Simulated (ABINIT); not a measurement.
# Quasiparticle gap of BN (Qingsongite) in ABINIT, part 2 of 3

How does a plane-wave GW calculation on BN (Qingsongite) run from the first input to the gap?

ABINIT 10.8.3; PBE and many-body steps on it, plane waves. Known limits of the many-body steps: not at the basis limit.

So far. Step 2 (Ground state): The gap is indirect, with the least direct gap 4.34 eV higher.

## (3) Bands along the symmetry lines

Level of this step: DFT, PBE, plane waves, norm-conserving pseudopotentials (ABINIT).

The cheap functional maps the bands first; the places of the edges decide which points the dearer methods must see.

Contents of run.abi:

```
acell 3*1.0 Angstrom
rprim 
  -0.000000000000 1.807500000000 1.807500000000
  1.807500000000 0.000000000000 1.807500000000
  1.807500000000 1.807500000000 -0.000000000000
ntypat 2
znucl 5 7
natom 2
typat 1 2
xred 
  0.000000000000 0.000000000000 0.000000000000
  0.250000000000 0.250000000000 0.250000000000
pp_dirpath "pseudos"
pseudos "B.upf, N.upf"
ecut 36
iscf -2
irdden 1
kptopt 0
nkpt 50
kpt 
  0.00000000 0.00000000 0.00000000
  -0.06250000 -0.06250000 0.00000000
  -0.12500000 -0.12500000 0.00000000
  -0.18750000 -0.18750000 0.00000000
  -0.25000000 -0.25000000 0.00000000
  -0.31250000 -0.31250000 0.00000000
  -0.37500000 -0.37500000 0.00000000
  -0.43750000 -0.43750000 0.00000000
  -0.50000000 -0.50000000 0.00000000
  -0.48437500 -0.48437500 0.03125000
  -0.46875000 -0.46875000 0.06250000
  -0.45312500 -0.45312500 0.09375000
  -0.43750000 -0.43750000 0.12500000
  -0.42187500 -0.42187500 0.15625000
  -0.40625000 -0.40625000 0.18750000
  -0.39062500 -0.39062500 0.21875000
  -0.37500000 -0.37500000 0.25000000
  -0.37500000 0.00000000 0.37500000
  -0.32812500 0.00000000 0.32812500
  -0.28125000 0.00000000 0.28125000
  -0.23437500 0.00000000 0.23437500
  -0.18750000 0.00000000 0.18750000
  -0.14062500 0.00000000 0.14062500
  -0.09375000 0.00000000 0.09375000
  -0.04687500 0.00000000 0.04687500
  0.00000000 0.00000000 0.00000000
  0.00000000 0.00000000 0.06250000
  0.00000000 0.00000000 0.12500000
  0.00000000 0.00000000 0.18750000
  0.00000000 0.00000000 0.25000000
  0.00000000 0.00000000 0.31250000
  0.00000000 0.00000000 0.37500000
  0.00000000 0.00000000 0.43750000
  -0.00000000 -0.00000000 0.50000000
  -0.06250000 -0.03125000 0.46875000
  -0.12500000 -0.06250000 0.43750000
  -0.18750000 -0.09375000 0.40625000
  -0.25000000 -0.12500000 0.37500000
  -0.31250000 -0.15625000 0.34375000
  -0.37500000 -0.18750000 0.31250000
  -0.43750000 -0.21875000 0.28125000
  -0.50000000 -0.25000000 0.25000000
  -0.50000000 -0.28125000 0.21875000
  -0.50000000 -0.31250000 0.18750000
  -0.50000000 -0.34375000 0.15625000
  -0.50000000 -0.37500000 0.12500000
  -0.50000000 -0.40625000 0.09375000
  -0.50000000 -0.43750000 0.06250000
  -0.50000000 -0.46875000 0.03125000
  -0.50000000 -0.50000000 0.00000000
istwfk *1
nband 11
nbdbuf 2
tolwfr 1e-08
nstep 40
prtwf 0
prtvol 0
indata_prefix "in"
outdata_prefix "out"
tmpdata_prefix "tmp"
```

On the command line:

```
OMP_NUM_THREADS=1 mpirun -n 4 abinit run.abi > log
```

Numbers of over 12 decimals in the logs are rounded to 6 here.

The log of the run:

```text
.Version 10.8.3 of ABINIT. v10.8.2 released Aug 2026.

 Symmetries : space group F-4 3 m (#216); Bravais cF (face-center cubic)
[... echo of the input left out ...]
== DATASET  1 ==================================================================
-   mpi_nproc: 4, omp_nthreads: 1 (-1 if OMP is not activated)

--- !DatasetInfo
iteration_state: {dtset: 1, }
dimensions: {natom: 2, nkpt: 50, mband: 11, nsppol: 1, nspinor: 1, nspden: 1, mpw: 869, }
cutoff_energies: {ecut:  36.0, pawecutdg:  -1.0, }
electrons: {nelect:   8.00000000E+00, charge:   0.00000000E+00, occopt:   1.00000000E+00, tsmear:   1.00000000E-02, }

 Real(R)+Recip(G) space primitive vectors, cartesian coordinates (Bohr,Bohr^-1):
 R(1)=  0.0000000  3.4156800  3.4156800  G(1)= -0.1463837  0.1463837  0.1463837
 R(2)=  3.4156800  0.0000000  3.4156800  G(2)=  0.1463837 -0.1463837  0.1463837
 R(3)=  3.4156800  3.4156800  0.0000000  G(3)=  0.1463837  0.1463837 -0.1463837
 Unit cell volume ucvol=  7.9700586E+01 bohr^3
 Angles (23,13,12)=  6.00000000E+01  6.00000000E+01  6.00000000E+01 degrees

 getcut: wavevector=  0.0000  0.0000  0.0000  ngfft=  30  30  30
         ecut(hartree)=     36.000   => boxcut(ratio)=   2.30194

 getcut : COMMENT -
  Note that boxcut > 2.2 ; recall that boxcut=Gcut(box)/Gcut(sphere) = 2
  is sufficient for exact treatment of convolution.
  Such a large boxcut is a waste : you could raise ecut
  e.g. ecut=   47.690509 Hartrees makes boxcut=2

--- Pseudopotential description ------------------------------------------------
- B Generated using ONCVPSP code by D. R. Hamann
-  5.00000   3.00000  171031                  znucl, zion, pspdat
12 -101130 1 -1 1534                          pspcod,pspxc,lmax,lloc,mmax
     nproj     2     2
  pspatm : epsatm=    3.38844616
         --- l  ekb(1:nproj) -->
             0    8.382104    1.234201
             1   -3.719492   -0.867526
 pspatm: atomic psp has been read  and splines computed

- N Generated using ONCVPSP code by D. R. Hamann
-  7.00000   5.00000  171031                  znucl, zion, pspdat
12 -101130 1 -1 1058                          pspcod,pspxc,lmax,lloc,mmax
     nproj     2     2
  pspatm : epsatm=    5.20977870
         --- l  ekb(1:nproj) -->
             0    7.494509    0.636305
[...]
pspatm: atomic psp has been read  and splines computed

--------------------------------------------------------------------------------

================================================================================
 prteigrs : about to open file out_EIG
 Non-SCF case, kpt    1 (  0.00000  0.00000  0.00000), residuals and eigenvalues=
  3.63E-09  1.60E-09  3.17E-09  5.09E-09  1.41E-09  2.39E-09  4.64E-09  8.61E-09
[...]
-4.4062E-01  3.0209E-01  3.0209E-01  3.0209E-01  6.2836E-01  6.2836E-01
  6.2836E-01  6.8304E-01  1.2115E+00  1.3357E+00  1.3401E+00
[...]
2.44E-09  5.19E-10  7.21E-10  4.52E-09  4.15E-09  4.50E-09  5.55E-09  6.02E-09
[...]
-4.2207E-01  2.5628E-01  2.6132E-01  2.6132E-01  6.0371E-01  6.8440E-01
  6.8440E-01  7.2542E-01  1.0748E+00  1.2549E+00  1.3632E+00
[...]
Non-SCF case, kpt   49 ( -0.50000 -0.46875  0.03125), residuals and eigenvalues=
[...]
-2.3481E-01 -2.4246E-02  1.1910E-01  1.1965E-01  4.7418E-01  6.4952E-01
  9.5633E-01  9.5955E-01  1.0628E+00  1.2999E+00  1.5362E+00
 Non-SCF case, kpt   50 ( -0.50000 -0.50000  0.00000), residuals and eigenvalues=
[...]
-2.3521E-01 -2.5226E-02  1.2176E-01  1.2176E-01  4.6875E-01  6.4539E-01
  9.6028E-01  9.6028E-01  1.0651E+00  1.3031E+00  1.5460E+00

--- !ResultsGS
iteration_state: {dtset: 1, }
comment   : Summary of ground state results
lattice_vectors:
- [ -0.0000000,   3.4156800,   3.4156800, ]
- [  3.4156800,   0.0000000,   3.4156800, ]
- [  3.4156800,   3.4156800,  -0.0000000, ]
lattice_lengths: [   4.83050,    4.83050,    4.83050, ]
lattice_angles: [ 60.000,  60.000,  60.000, ] # degrees, (23, 13, 12)
lattice_volume:   7.9700586E+01
convergence: {deltae:  0.000E+00, res2:  0.000E+00, residm:  9.954E-09, diffor:  0.000E+00, }
etotal    :  -1.34025025E+01
entropy   :   0.00000000E+00
fermie    :   3.02092262E-01
cartesian_stress_tensor: null
pressure_GPa: null
xred      :
- [  0.0000E+00,   0.0000E+00,   0.0000E+00,  B]
- [  2.5000E-01,   2.5000E-01,   2.5000E-01,  N]
cartesian_forces: null
force_length_stats: {min: null, max: null, mean: null, }

 Integrated electronic density in atomic spheres:
 ------------------------------------------------
 Atom  Sphere_radius  Integrated_density
[...]
================================================================================

 ----iterations are completed or convergence reached----

 Mean square residual over all n,k,spin=   42.205E-10; max=  99.540E-10
 reduced coordinates (array xred) for    2 atoms
[...]
cartesian coordinates (angstrom) at end:
    1      0.000000     0.000000     0.000000
    2      0.903750     0.903750     0.903750
 length scales=  1.889726125908  1.889726125908  1.889726125908 bohr
              =  1.000000000000  1.000000000000  1.000000000000 angstroms
 prteigrs : about to open file out_EIG
 Eigenvalues (hartree) for nkpt=  50  k points:
 kpt#   1, nband= 11, wtk=  1.00000, kpt=  0.0000  0.0000  0.0000 (reduced coord)
[...]
kpt#   2, nband= 11, wtk=  1.00000, kpt= -0.0625 -0.0625  0.0000 (reduced coord)
[...]
kpt#   3, nband= 11, wtk=  1.00000, kpt= -0.1250 -0.1250  0.0000 (reduced coord)
[...]
kpt#  49, nband= 11, wtk=  1.00000, kpt= -0.5000 -0.4687  0.0313 (reduced coord)
  -0.23481   -0.02425    0.11910    0.11965    0.47418    0.64952    0.95633    0.95955
   1.06281    1.29990    1.53616
 kpt#  50, nband= 11, wtk=  1.00000, kpt= -0.5000 -0.5000  0.0000 (reduced coord)
  -0.23521   -0.02523    0.12176    0.12176    0.46875    0.64539    0.96028    0.96028
   1.06505    1.30307    1.54598

== END DATASET(S) ==============================================================
================================================================================

 -outvars: echo values of variables after computation  --------
            nband          11
             nkpt          50
          spgroup         216
 [... the other variables as echoed above ...]

 Calculation completed.
```

Elapsed: 3.7 s, on 4 MPI ranks of Arm Neoverse V1, shared host; peak memory 0.23 GiB; 14 s of CPU time.

Numbers from this step:

```
gap                        : 4.535 eV
k of the valence top       : 0, 0, 0
k of the conduction bottom : -0.5, -0.5, 0
least direct gap           : 8.878 eV
```

The gap is 4.535 eV, as in the run before at this level.

The electronic bands at the labelled points (eV, zero at the top of the highest filled band; v1 is the highest filled band, c1 the lowest empty one):

| point | v4 | v3 | v2 | v1 | c1 | c2 | c3 | c4 |
| --- | --- | --- | --- | --- | --- | --- | --- | --- |
| Γ | -20.21 | 0.00 | 0.00 | 0.00 | 8.88 | 8.88 | 8.88 | 10.37 |
| halfway | -18.25 | -3.97 | -3.01 | -3.01 | 6.86 | 11.62 | 13.48 | 13.48 |
| X | -14.62 | -8.91 | -4.91 | -4.91 | 4.54 | 9.34 | 17.91 | 17.91 |
| halfway | -14.55 | -8.69 | -5.96 | -4.69 | 5.49 | 10.28 | 17.32 | 17.54 |
| U | -14.54 | -8.12 | -7.66 | -4.08 | 6.98 | 12.95 | 15.84 | 16.68 |
| jump to K | -14.54 | -8.12 | -7.66 | -4.08 | 6.98 | 12.95 | 15.84 | 16.68 |
| halfway | -18.03 | -5.73 | -3.91 | -1.12 | 10.71 | 10.76 | 11.24 | 13.58 |
| Γ | -20.21 | 0.00 | 0.00 | 0.00 | 8.88 | 8.88 | 8.88 | 10.37 |
| halfway | -18.73 | -5.47 | -1.13 | -1.13 | 9.70 | 10.40 | 10.40 | 13.57 |
| L | -15.99 | -10.68 | -1.94 | -1.94 | 10.21 | 10.78 | 10.78 | 15.26 |
| halfway | -15.29 | -9.69 | -4.82 | -3.45 | 9.66 | 11.24 | 14.40 | 15.79 |
| W | -14.31 | -7.58 | -6.96 | -6.50 | 9.65 | 13.35 | 14.61 | 14.69 |
| halfway | -14.47 | -8.49 | -5.77 | -5.71 | 6.58 | 11.00 | 16.25 | 17.43 |
| X | -14.62 | -8.91 | -4.91 | -4.91 | 4.54 | 9.34 | 17.91 | 17.91 |

The electronic bands as a text plot (rows in eV, shown from -8.0 to 10.5 only):

```
   10.1 |+ ++     +    +      ++ ++++ ++   +++++++++++        ++
    9.4 | +        ++++     ++     +++  +++++         ++++++    +
    8.6 |++                           ++                    +
    7.8 |  +++             +
    7.1 |     ++          +
    6.3 |       ++       +                                   +
    5.5 |         +    ++                                     +
    4.7 |          ++++                                        ++
    4.0 |
    3.2 |
    2.4 |
    1.7 |
    0.9 |
    0.1 |*                         ******
   -0.7 | *                      **  *  ****
   -1.4 |  **                   *  **       ****
   -2.2 |    *                ** ****    **     *****
   -3.0 |     **            **                      **
   -3.8 |     ****        **    ***        *         **
   -4.5 |         ********                            **
   -5.3 |       **    *       **            *           *     ***
   -6.1 |              **   **  *                      * * ***
   -6.8 |         *           **                        ****
   -7.6 |                ***                 **          ***
         Γ           X  U|K            Γ         L        W     X
```

## (4) Empty states on the mesh, 8×8×8 mesh, 76 bands

The sums over transitions need many empty states on a uniform mesh; this step solves for them.

Contents of run.abi:

```
acell 3*1.0 Angstrom
rprim 
  -0.000000000000 1.807500000000 1.807500000000
  1.807500000000 0.000000000000 1.807500000000
  1.807500000000 1.807500000000 -0.000000000000
ntypat 2
znucl 5 7
natom 2
typat 1 2
xred 
  0.000000000000 0.000000000000 0.000000000000
  0.250000000000 0.250000000000 0.250000000000
pp_dirpath "pseudos"
pseudos "B.upf, N.upf"
ecut 36
ngkpt 8 8 8
nshiftk 1
shiftk 0 0 0
kptopt 1
chksymbreak 0
irdden 1
istwfk *1
nband 76
prtvol 0
optdriver 6
gwr_task "HDIAGO"
paral_kgb 0
occopt 1
indata_prefix "in"
outdata_prefix "out"
tmpdata_prefix "tmp"
```

The log of the run:

```text
[banner, memory and clock lines left out]
.Version 10.8.3 of ABINIT. v10.8.2 released Aug 2026.

 Symmetries : space group F-4 3 m (#216); Bravais cF (face-center cubic)
[... echo of the input left out ...]
== DATASET  1 ==================================================================
-   mpi_nproc: 4, omp_nthreads: 1 (-1 if OMP is not activated)

--- !DatasetInfo
iteration_state: {dtset: 1, }
dimensions: {natom: 2, nkpt: 29, mband: 76, nsppol: 1, nspinor: 1, nspden: 1, mpw: 869, }
cutoff_energies: {ecut:  36.0, pawecutdg:  -1.0, }
electrons: {nelect:   8.00000000E+00, charge:   0.00000000E+00, occopt:   1.00000000E+00, tsmear:   1.00000000E-02, }

.Using double precision arithmetic; gwpc =  8

- Reading GS density from: in_DEN

--- Pseudopotential description ------------------------------------------------
- B Generated using ONCVPSP code by D. R. Hamann
-  5.00000   3.00000  171031                  znucl, zion, pspdat
12 -101130 1 -1 1534                          pspcod,pspxc,lmax,lloc,mmax
     nproj     2     2
  pspatm : epsatm=    3.38844616
         --- l  ekb(1:nproj) -->
             0    8.382104    1.234201
             1   -3.719492   -0.867526
 pspatm: atomic psp has been read  and splines computed

- N Generated using ONCVPSP code by D. R. Hamann
-  7.00000   5.00000  171031                  znucl, zion, pspdat
12 -101130 1 -1 1058                          pspcod,pspxc,lmax,lloc,mmax
     nproj     2     2
  pspatm : epsatm=    5.20977870
         --- l  ekb(1:nproj) -->
             0    7.494509    0.636305
             1   -4.293905   -1.006988
 pspatm: atomic psp has been read  and splines computed

   6.87857989E+01                                ecore*ucvol(ha*bohr**3)

 Total charge density [el/Bohr^3]
)     Maximum=    5.6373E-01  at reduced coord.    0.2000    0.2000    0.4000
)     Minimum=    7.6975E-03  at reduced coord.    0.0000    0.0000    0.0000
   Integrated=    8.0000E+00

 === KS gaps after direct diagonalization ===
 Indirect band gap semiconductor
 Fundamental gap:     4.535 (eV)
   VBM:     8.220 (eV) at k: [ 0.0000E+00,  0.0000E+00,  0.0000E+00]
   CBM:    12.755 (eV) at k: [ 5.0000E-01,  5.0000E-01,  0.0000E+00]
 Direct gap:         8.878 (eV) at k: [ 0.0000E+00,  0.0000E+00,  0.0000E+00]

== END DATASET(S) ==============================================================

 -outvars: echo values of variables after computation  --------
           etotal      0.0000000000E+00
            nband          76
             nkpt          29
          spgroup         216
 [... the other variables as echoed above ...]

 Calculation completed.
```

Run time: 8.4 s. Hardware: 4 MPI ranks; peak memory 0.38 GiB; 33 s of CPU time.

Numbers from this step:

```yaml
gap: 4.535 eV
k_of_the_valence_top: 0, 0, 0
k_of_the_conduction_bottom: 0.5, 0.5, 0
least_direct_gap: 8.878 eV
k_points_computed: 29
lowest_point_of_the_top_converged_band_above_the_valence_top: 156.1506 eV
```

On this mesh the gap is 4.535 eV.

## (5) Screening, 8×8×8 mesh, 68 bands, screening to 239.5 eV

The RPA dielectric matrix is built and inverted for each q.

This step: RPA screening on PBE, plane waves, norm-conserving pseudopotentials.

Changes to run.abi since step 4:

```diff
@@ -20,10 +20,11 @@
 chksymbreak 0
-irdden 1
 istwfk *1
-nband 76
-prtvol 0
-optdriver 6
-gwr_task "HDIAGO"
-paral_kgb 0
 occopt 1
+irdwfk 1
+optdriver 3
+nband 68
+ecuteps 8.8
+inclvkb 2
+awtr 1
+symchi 1
 indata_prefix "in"
```

The log of the run:

```text
.Version 10.8.3 of ABINIT. v10.8.2 released Aug 2026.

 Symmetries : space group F-4 3 m (#216); Bravais cF (face-center cubic)
[... echo of the input left out ...]
== DATASET  1 ==================================================================
-   mpi_nproc: 4, omp_nthreads: 1 (-1 if OMP is not activated)

--- !DatasetInfo
iteration_state: {dtset: 1, }
dimensions: {natom: 2, nkpt: 29, mband: 68, nsppol: 1, nspinor: 1, nspden: 1, mpw: 869, }
cutoff_energies: {ecut:  36.0, pawecutdg:  -1.0, }
electrons: {nelect:   8.00000000E+00, charge:   0.00000000E+00, occopt:   1.00000000E+00, tsmear:   1.00000000E-02, }

 SCREENING: Calculation of the susceptibility and dielectric matrices

 Based on a program developped by R.W. Godby, V. Olevano, G. Onida, and L. Reining.
 Incorporated in ABINIT by V. Olevano, G.-M. Rignanese, and M. Torrent.
.Using double precision arithmetic ; gwpc =  8

[... cell and pseudopotentials left out ...]
--------------------------------------------------------------------------------

 ==== K-mesh for the wavefunctions ====
 Number of points in the irreducible wedge :    29
[... list of points left out ...]
 Together with 24 symmetry operations and time-reversal symmetry
 yields   512 points in the full Brillouin Zone.

 ==== Q-mesh for the screening function ====
 Number of points in the irreducible wedge :    29
[... list of points left out ...]
 Together with 24 symmetry operations and time-reversal symmetry
 yields   512 points in the full Brillouin Zone.

 setmesh: FFT mesh size selected  =    20x   20x   20
          total number of points  =         8000

 vcoul_init : cutoff-mode = AUXILIARY_FUNCTION
 q-points for optical limit:   1
     1)      0.000010    0.000020    0.000030

- screening: taking advantage of time-reversal symmetry
- Maximum band index for partially occupied states nbvw = 4
- Remaining bands to be divided among processors   nbcw = 64
- Number of bands treated by each node ~16

 Number of electrons calculated from density =    8.0000; Expected =    8.0000
 average of density, n =  0.100376
 r_s =    1.3348
 omega_plasma =   30.5612 [eV]

 calculating chi0 at frequencies [eV] :
  1    0.000000E+00    0.000000E+00
  2    0.000000E+00    3.056116E+01

--------------------------------------------------------------------------------
  q-point number  1        q = ( 0.000000, 0.000000, 0.000000) [r.l.u.]
--------------------------------------------------------------------------------
[... chi0 elements left out ...]
 For q-point:  0.000010 0.000020 0.000030
  dielectric constant =   4.3099
  dielectric constant without local fields =   4.6607

  Average fulfillment of the sum rule on Im[epsilon] for q-point    1 :     87.28  [%]
[... wings left out ...]
  q-point number  2        q = ( 0.125000, 0.000000, 0.000000) [r.l.u.]
--------------------------------------------------------------------------------
[... chi0 elements left out ...]
  Average fulfillment of the sum rule on Im[epsilon] for q-point    2 :     97.58  [%]

 [... 27 further q-points ...]
```

The job ended after 50 s (4 MPI ranks; peak memory 0.65 GiB).

This step gave:

```yaml
eps_infinity_with_local_fields_on_this_mesh_along_the_program_s_q_direction: 4.310
the_same_without_local_fields: 4.661
plasma_frequency: 30.56 eV
plane_waves_in_the_screening_matrix: 113
```

Local fields lower ε∞ by 8 %.

(Continued in part 3 of 3.)

[Paths, hosts, dates, memory and timing lines, banners, echoed tables and standing remarks are left out of the program output.]

[Logs are printed without paths, hosts, clocks, repeated set-up lines and the standing remarks that a program may print on its own settings, such as how far it seeks lower states.]

[Runs of the session that timed out or met a known fault of the program may be left out.]

[Hosts, paths, dates, database ids (printed as entryN), source tags and the programs' standing remarks are cut or masked in the printed files.]

[G0W0 gaps are taken among the corrected bands and points alone; a level outside them can change the order at an edge.]

[Where Ansatz stands beside ABINIT at settings called matched, ABINIT's density can come from a denser mesh and the files from another edition; pairs whose starting gaps differed by over 0.03 eV were left out, so agreement reads better than it is.]
